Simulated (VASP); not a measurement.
The system is Ru.

```
CELL_PARAMETERS angstrom
0.00000 2.49233 2.49233
2.49233 0.00000 2.49233
2.49233 2.49233 0.00000
ATOMIC_POSITIONS crystal
Ru 0.50000 0.50000 0.50000
Ru 0.75000 0.75000 0.75000
```

The cell was built by a generator and needn't be a form met in nature.

- Program: VASP 6.6.1
- Task: relaxation of cell and atoms
- Functional: r2SCAN
- Potentials or basis: VASP PAW PBE potentials, release 64 (Ru_pv)
- Cutoff: 600 eV
- k mesh: 6 × 6 × 6
- Occupations: gaussian, width 0.1 eV
- Spin: no spin polarisation

At the start: pressure 81.7 GPa; volume 15.48 Å³/atom.

How do energy, volume and symmetry change on relaxing?

Over 5 steps the energy falls by 890.6 meV/atom and the volume is 19.90 Å³/atom (+28.5 %); space group Fd-3m (No. 227, to 0.05 Å).

The path:
```
step  energy change (eV)  largest force (eV/Å)  pressure (GPa)  volume (Å³)
   1              0.0000                0.0000           81.66        30.96
   2              4.1571                0.0000          -21.74        81.49
   3             -1.6604                0.0000          -11.40        43.01
   4             -1.7673                0.0000           -4.26        40.87
   5             -1.7812                0.0000            0.24        39.80
```

Final structure:
```xyz
2
Lattice="0.0000 2.7098 2.7098 2.7098 0.0000 2.7098 2.7098 2.7098 0.0000" Properties=species:S:1:pos:R:3 pbc="T T T"
Ru    2.7098    2.7098    2.7098
Ru    4.0647    4.0647    4.0647
```

Caveat: the k mesh is coarse (spacing up to 0.36 Å⁻¹), so the values aren't converged; the volume moved by over 15 % at a fixed basis, so the end points are rough; the PAW data sets were made with another functional, which shifts forces and pressure a little.
